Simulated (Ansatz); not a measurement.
# Rh (Fm-3m) in Ansatz: notebook

One crystal, Rh, is run at these levels: BLYP+D4, LDA; tasks: relaxation of cell and atoms.

Everything below comes from runs of Ansatz 0.2.0. Logs are shortened: lines on timing, memory, paths and dates and some standing lists are left out, and cuts for length are marked.

**1. The crystal as given**

Symmetry: Fm-3m, No. 225, cubic system. Conventional cell: a = 3.796 Å, b = 3.796 Å, c = 3.796 Å, α = 90.00°, β = 90.00°, γ = 90.00°. Around Rh (site symmetry m-3m) lie 12 Rh at 2.68 Å.

**2. Relaxation of cell and atoms, BLYP+D4**

File input.yaml:

```yaml
crystal:
  lattice:
    - [0.0, 1.89785, 1.89785]
    - [1.89785, 0.0, 1.89785]
    - [1.89785, 1.89785, 0.0]
  atoms:
    - { symbol: Rh, position: [0.0, 0.0, 0.0] }
kpoints:
  mp_grid: { grid: [12, 12, 12] }
scf:
  occupations: { method: fermi_dirac, width: 0.05 }
hamiltonian:
  xc: blyp
  dispersion: d4
  pseudopotentials: { kind: all_electron, lapw: { basis_error: 0.001 } }
output:
  forces: true
  stress: true
relax:
  f_tol: 0.02
  max_steps: 60
  cell: {}
```

Potentials or basis: all-electron LAPW, scalar-relativistic.

Command:

```sh
> ansatz run input.yaml --threads 1 --pin off --max-ram 3072MiB --backend cpu --events-out ev --progress --plain --runs-dir out
```

Standard output:

```text
Warning: RAYON_NUM_THREADS=1 ignored (pool sized by the plan → 1); use --threads N
The last accepted step is kept in <dir> (removed where the run ends without a failure and the disk answers)
LAPW: plane waves up to 8.825 Å⁻¹, error target 1.0e-3 eV per atom; small_component_spin mean_spin; Rh in spheres of 1.302 Å, 27 of its electrons in bands, Dirac shells [] (how accurate: hamiltonian.pseudopotentials.lapw.basis_error, Limitations)
Engine: ansatz 0.2.0, aarch64-unknown-linux-gnu
Pseudopotentials: kind: all_electron
Pseudopotential: Rh, LAPW, valence charge 27, lapw/all_electron/scalar/gaussian/Rh, Koelling and Harmon's equation, gaussian nucleus
Functional definition: BLYP
  parameter beta = 0.0042
  parameter a = 0.04918
  parameter b = 0.132
  parameter c = 0.2533
  parameter d = 0.349
  exchange = b88_x(beta = beta)
  correlation = lyp_c(a = a, b = b, c = c, d = d)
Crystal: 1 atoms, lattice volume = 13.671 Å³
Basis set: ecut = 296.71373346432546 eV, 169 PW (Γ), exchange–correlation at level 2
Bands: 18, of which v1, the nominal top of the filled ones, is band 14 counted from 1 (13 counted from 0)
Symmetry: 48 space group operations
Space group: Fm-3m (ITA 225), of the structure as read, at distance tolerance 2.4e-5 Å
k-points: 72 of 1728
Non-local potential: Rh, projectors of the file, none
Initial density: superposition of atomic densities (chi_scale 0.1, normalization cell)
Initial wavefunctions: plane waves of lowest kinetic energy (no species holds an atomic orbital)
Functional: x = b88, c = lyp
iter 1 solved again at ethr=3.20e-4 eV; its pass at ethr=1.00e-1 eV (dr2=8.65e-2 eV) is discarded
SCF iter   1: F=—  HF=-130203.452484 eV  |F-HF|=—  |Δ(HF+E_count)|=         —  Δρ=3.51e-2  dr2=8.69e-2  ethr=3.20e-4  ⟨swp⟩=3.0  Hψ=8478  notcnv=0
preconditioner: auto → none  [metal: Δε(μ)=0.066 eV  Ē_g=13.937 eV  σ=0.050 eV  W_gap=0.32  n_scr=8 (ndim 8)  ℏωp=30.1 eV  f_vac=0.000  D(μ)=0.84/eV (n_scr^D=14)  sad-step TF]
iter 2 solved again at ethr=8.60e-6 eV; its pass at ethr=3.20e-4 eV (dr2=2.32e-3 eV) is discarded
SCF iter   2: F=—  HF=-130203.152330 eV  |F-HF|=—  |Δ(HF+E_count)|=   3.00e-1  Δρ=4.81e-3  dr2=2.33e-3  ethr=8.60e-6  ⟨swp⟩=2.0  Hψ=6536  notcnv=0
SCF iter   3: F=—  HF=-130203.127151 eV  |F-HF|=—  |Δ(HF+E_count)|=   2.52e-2  Δρ=5.88e-3  dr2=2.90e-3  ethr=8.60e-6  ⟨swp⟩=2.9  Hψ=3906  notcnv=0
SCF iter   4: F=—  HF=-130203.126266 eV  |F-HF|=—  |Δ(HF+E_count)|=   8.84e-4  Δρ=6.92e-4  dr2=4.15e-5  ethr=8.60e-6  ⟨swp⟩=2.4  Hψ=3651  notcnv=0
SCF iter   5: F=—  HF=-130203.126274 eV  |F-HF|=—  |Δ(HF+E_count)|=   7.45e-6  Δρ=1.26e-4  dr2=1.15e-6  ethr=1.54e-7  ⟨swp⟩=3.0  Hψ=3839  notcnv=0
SCF iter   6: F=-130203.126274 eV  HF=-130203.126274 eV  |F-HF|=2.82e-8  |Δ(HF+E_count)|=   6.91e-7  Δρ=7.48e-6  dr2=5.52e-9  ethr=4.25e-9  ⟨swp⟩=3.0  Hψ=3866  notcnv=0
SCF 1 converged in 6 iterations: F = -130203.126274 eV  dr2 = 5.52e-9
relax step   1: F+E_penalty+E_count = -130203.12627438 eV  Δ(F+E_penalty+E_count) = +0.000e0 eV  max|allowed force component| = 0.000e0 eV/Å  Δτ_max = 0.0000 Å  P = +2.315 GPa  Ω = 13.671 Å³  (6 SCF iters, accepted)
Crystal: 1 atoms, lattice volume = 13.875 Å³
Basis set: ecut = 293.80728550579266 eV, 169 PW (Γ), exchange–correlation at level 2
Initial density: handed on by an earlier stage of this run
Initial wavefunctions: those handed on with the density
iter 1 solved again at ethr=8.42e-9 eV; its pass at ethr=1.00e-1 eV (dr2=2.27e-6 eV) is discarded
SCF iter   1: F=—  HF=-130203.126620 eV  |F-HF|=—  |Δ(HF+E_count)|=         —  Δρ=7.45e-5  dr2=4.82e-7  ethr=8.42e-9  ⟨swp⟩=5.1  Hψ=7743  notcnv=0
preconditioner: auto → none  [metal: Δε(μ)=0.088 eV  Ē_g=13.964 eV  σ=0.050 eV  W_gap=0.36  n_scr=8 (ndim 8)  ℏωp=29.9 eV  f_vac=0.000  D(μ)=1.08/eV (n_scr^D=14)]
SCF iter   2: F=—  HF=-130203.126613 eV  |F-HF|=—  |Δ(HF+E_count)|=   6.54e-6  Δρ=1.43e-4  dr2=1.65e-6  ethr=1.79e-9  ⟨swp⟩=3.0  Hψ=3928  notcnv=0
SCF iter   3: F=—  HF=-130203.126612 eV  |F-HF|=—  |Δ(HF+E_count)|=   1.10e-6  Δρ=5.36e-5  dr2=2.29e-7  ethr=1.79e-9  ⟨swp⟩=2.0  Hψ=3599  notcnv=0
iter 4 solved again at ethr=1.74e-11 eV; its pass at ethr=8.48e-10 eV (dr2=4.70e-9 eV) is discarded
SCF iter   4: F=-130203.126612 eV  HF=-130203.126612 eV  |F-HF|=5.14e-9  |Δ(HF+E_count)|=   1.05e-7  Δρ=8.17e-6  dr2=4.66e-9  ethr=1.74e-11  ⟨swp⟩=2.4  Hψ=6248  notcnv=0
SCF 2 converged in 4 iterations: F = -130203.126612 eV  dr2 = 4.66e-9
relax step   2: F+E_penalty+E_count = -130203.12661248 eV  Δ(F+E_penalty+E_count) = -3.381e-4 eV  max|allowed force component| = 0.000e0 eV/Å  Δτ_max = 0.0000 Å  P = -1.722 GPa  Ω = 13.875 Å³  (4 SCF iters, accepted)
Crystal: 1 atoms, lattice volume = 13.787 Å³
Basis set: ecut = 295.0487313828809 eV, 169 PW (Γ), exchange–correlation at level 2
iter 1 solved again at ethr=6.11e-9 eV; its pass at ethr=1.00e-1 eV (dr2=1.65e-6 eV) is discarded
SCF iter   1: F=—  HF=-130203.127096 eV  |F-HF|=—  |Δ(HF+E_count)|=         —  Δρ=2.56e-5  dr2=5.43e-8  ethr=6.11e-9  ⟨swp⟩=5.0  Hψ=7503  notcnv=0
preconditioner: auto → none  [metal: Δε(μ)=0.012 eV  Ē_g=14.043 eV  σ=0.050 eV  W_gap=0.06  n_scr=8 (ndim 8)  ℏωp=30.0 eV  f_vac=0.000  D(μ)=1.07/eV (n_scr^D=14)]
SCF iter   2: F=—  HF=-130203.127094 eV  |F-HF|=—  |Δ(HF+E_count)|=   1.82e-6  Δρ=5.73e-5  dr2=2.62e-7  ethr=2.01e-10  ⟨swp⟩=3.0  Hψ=3953  notcnv=0
SCF iter   3: F=—  HF=-130203.127094 eV  |F-HF|=—  |Δ(HF+E_count)|=   1.90e-7  Δρ=2.19e-5  dr2=3.74e-8  ethr=2.01e-10  ⟨swp⟩=2.1  Hψ=3604  notcnv=0
iter 4 solved again at ethr=1.65e-12 eV; its pass at ethr=1.38e-10 eV (dr2=4.46e-10 eV) is discarded
SCF iter   4: F=-130203.127094 eV  HF=-130203.127094 eV  |F-HF|=8.00e-10  |Δ(HF+E_count)|=   1.71e-8  Δρ=2.61e-6  dr2=4.43e-10  ethr=2.35e-12 (applied; sched 1.65e-12)  ⟨swp⟩=2.5  Hψ=6304  notcnv=0
SCF 3 converged in 4 iterations: F = -130203.127094 eV  dr2 = 4.43e-10
relax step   3: F+E_penalty+E_count = -130203.12709364 eV  Δ(F+E_penalty+E_count) = -4.812e-4 eV  max|allowed force component| = 0.000e0 eV/Å  Δτ_max = 0.0000 Å  P = -0.030 GPa  Ω = 13.787 Å³  (4 SCF iters, accepted)
iter 1 solved again at ethr=1.29e-11 eV; its pass at ethr=1.00e-1 eV (dr2=3.49e-9 eV) is discarded
SCF iter   1: F=—  HF=-130203.127094 eV  |F-HF|=—  |Δ(HF+E_count)|=         —  Δρ=2.57e-6  dr2=4.31e-10  ethr=1.29e-11  ⟨swp⟩=7.6  Hψ=10637  notcnv=0  reapply=56
preconditioner: auto → none  [metal: Δε(μ)=0.013 eV  Ē_g=14.042 eV  σ=0.050 eV  W_gap=0.07  n_scr=8 (ndim 8)  ℏωp=30.0 eV  f_vac=0.000  D(μ)=1.07/eV (n_scr^D=14)]
SCF iter   2: F=-130203.127094 eV  HF=-130203.127094 eV  |F-HF|=2.91e-10  |Δ(HF+E_count)|=   7.46e-7  Δρ=1.53e-6  dr2=1.50e-10  ethr=3.44e-12 (applied; sched 1.60e-12)  ⟨swp⟩=3.0  Hψ=3952  notcnv=0
SCF 4 converged in 2 iterations: F = -130203.127094 eV  dr2 = 1.50e-10
relax step   4: F+E_penalty+E_count = -130203.12709362 eV  Δ(F+E_penalty+E_count) = +1.864e-8 eV  max|allowed force component| = 0.000e0 eV/Å  Δτ_max = 0.0000 Å  P = -0.030 GPa  Ω = 13.787 Å³  stress off target by 3.01e-2 GPa  SCF on the basis re-selected at this cell (its energy is not comparable with the rows above)  (2 SCF iters)
basis re-selected at this cell: Δ(F+E_penalty+E_count) = +1.864e-8 eV, ΔP = -0.000 GPa vs the last step (what re-selecting the basis moved, after the strain that the cell walked since its last selection, with what the two solves' SCF thresholds leave and, on support functions, any second-order correction that the steps lacked; it is no measure of the basis error at this ecutwfc). This SCF's stress stands 3.01e-2 GPa from its target on what of the cell is left free (relax.cell.stress_tol is 5.00e-2 GPa) and its largest allowed force component is 0.00e0 eV/Å (relax.f_tol is 2.00e-2 eV/Å): within both
SCF converged after 2 iterations
Free energy (F): -130203.127094 eV
Harris-Foulkes:  -130203.127094 eV  (|F-HF|=2.91e-10)
Internal energy: -130203.117785 eV  (E = F + TS)
E sigma→0 (E₀):  -130203.122439 eV
Entropy (-TS):   -0.009308 eV (-9.308 meV/atom)
Fermi energy:    25.007775 eV
--- Per-component energies (eV) ---
  E_band       = -2758.655959
  E_kinetic    = 135647.039465
  E_xc         = -3795.542702
  E_electrostatic = -262052.968374  (all electrons and nuclei)
  E_disp       = -1.646174  (pairwise vdW)
  E_smearing   = -0.009308  (= −TS)
  E_closure    = 0.000000  (closes the sum)
  E_atoms      = -130195.367584  (free atoms, spherical and without spin; not in F)
  Σ components = -130203.127094   (vs F -130203.127094, Δ=0.00e0)
  Basis errors (estimates in eV, not in F): energy 2.3e-4 per atom: plane waves 2.0e-4 (1.1e-4 summed), levels above the bands 1.6e-113, relativity 6.5e-8, radial functions 3.5e-5, core shells 7.5e-7; eigenvalues (radial functions only) 7.7e-6; not estimated: angular momenta, meshes, grids; target (lapw.basis_error) 1.0e-3; muffin-tin radii Rh 1.305 Å
--- Forces (eV/Å), atoms counted from 1 ---
  atom   1  Rh    -0.00000000    -0.00000000    -0.00000000
  max |Σ_I F_I| component: 2.30e-31 eV/Å
--- Stress (GPa, compression-positive) ---
       -0.030052      -0.000000      -0.000000
       -0.000000      -0.030052      -0.000000
       -0.000000      -0.000000      -0.030052
  P = ⅓ Tr σ = -0.0301 GPa (-0.301 kbar)
--- Relaxed structure (3 steps of the walk, 3 accepted, 1 SCFs on fresh bases) ---
  F+E_penalty+E_count = -130203.12709362 eV   max|allowed force component| = 0.000e0 eV/Å   (the final SCF, on the basis selected at the relaxed cell)
  cell:  # Å, volume = 13.7874 Å³
    - [-4.139989776727665e-35, 1.9031973857420548, 1.9031973857420548]
    - [1.9031973857420548, 7.961518801399359e-35, 1.9031973857420548]
    - [1.9031973857420548, 1.9031973857420548, 1.8470723619246513e-34]
  atoms:
    - { symbol: Rh, position: [0.0, 0.0, 0.0] }
```

Wall time 17 s (1 thread of Arm Neoverse V1, shared host); peak memory 0.28 GiB.

Results:

- Free energy: -130203.1271 eV
- Relaxed volume: 13.79 Å³/atom
- Relaxed cell: a = 2.692 Å, b = 2.692 Å, c = 2.692 Å, α = 60.00°, β = 60.00°, γ = 60.00°
- Space group after relaxing (to 0.05 Å): Fm-3m (No. 225)
- Energy gained by relaxing: 0.8 meV/atom
- Ionic steps: 4
- Pressure after relaxing: 0.0 GPa

The path:
```
step  energy change (eV)  largest force (eV/Å)  volume (Å³)
   1              0.0000                0.0000        13.67
   2             -0.0003                0.0000        13.87
   3             -0.0008                0.0000        13.79
   4             -0.0008                0.0000        13.79
```

Final structure:
```xyz
1
Lattice="0.0000 1.9032 1.9032 1.9032 0.0000 1.9032 1.9032 1.9032 0.0000" Properties=species:S:1:pos:R:3 pbc="T T T"
Rh    0.0000    0.0000    0.0000
```

**3. Relaxation of cell and atoms, LDA**

input.yaml, as its differences from that of step 2:

```diff
@@ -12,4 +12,3 @@
 hamiltonian:
-  xc: blyp
-  dispersion: d4
+  xc: lda
   pseudopotentials: { kind: all_electron, lapw: { basis_error: 0.001 } }
@@ -19,3 +18,3 @@
 relax:
-  f_tol: 0.02
+  f_tol: 0.01
   max_steps: 60
```

Potentials or basis: all-electron LAPW, scalar-relativistic.

Command:

```sh
> ansatz run input.yaml --threads 1 --pin off --max-ram 3072MiB --backend cpu --events-out ev --progress --plain --runs-dir out
```

Wall time 19 s (1 thread of Arm Neoverse V1, shared host); peak memory 0.28 GiB.

It converged, with:

- Free energy: -130063.2067 eV
- Relaxed volume: 13.22 Å³/atom
- Relaxed cell: a = 2.654 Å, b = 2.654 Å, c = 2.654 Å, α = 60.00°, β = 60.00°, γ = 60.00°
- Space group after relaxing (to 0.05 Å): Fm-3m (No. 225)
- Energy gained by relaxing: 14.5 meV/atom
- Ionic steps: 5
- Pressure after relaxing: 0.0 GPa

Step by step:
```csv
step,energy change (eV),largest force (eV/Å),volume (Å³)
1,0.0000,0.0000,13.67
2,-0.0022,0.0000,12.83
3,-0.0144,0.0000,13.25
4,-0.0145,0.0000,13.22
5,-0.0145,0.0000,13.22
```

Final structure:
```
CELL_PARAMETERS angstrom
0.00000 1.87669 1.87669
1.87669 0.00000 1.87669
1.87669 1.87669 0.00000
ATOMIC_POSITIONS crystal
Rh 0.00000 0.00000 0.00000
```

LDA usually gives volumes a few per cent too small. Zero-point motion and thermal expansion aren't in these numbers.
